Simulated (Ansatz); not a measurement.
In ZrN (rock salt type) the Zr atom of the primitive cell, with all its periodic images, is moved by 0.02 Å along x.

```
Zr N
1.0
     0.00000    2.30000    2.30000
     2.30000    0.00000    2.30000
     2.30000    2.30000    0.00000
Zr N
1 1
Direct
  0.99565 0.00435 0.00435
  0.50000 0.50000 0.50000
```

The calculation used PBE, plane waves, all-electron PAW datasets generated for the crystal, point nucleus (Ansatz 0.2.0 development build).

Cutoff 320 eV; k-mesh 8×8×8 Γ-centred; Fermi–Dirac smearing of 0.1 eV; no spin polarisation.

Task: What force results, and what does it mean for the zone-centre vibration?

Result: The force on it along the displacement is -0.1963 eV/Å, a force constant of 9.82 eV/Å². With the reduced mass of 12.14 u the zone-centre optical mode lies at 469 cm⁻¹ (14.06 THz) in this finite-step estimate.

```tsv
atom	Fx (eV/Å)	Fy (eV/Å)	Fz (eV/Å)
Zr1	-0.1963	0.0000	0.0000
N2	0.1963	0.0000	0.0000
```

The k-mesh is modest, so these values aren't fully converged in k.
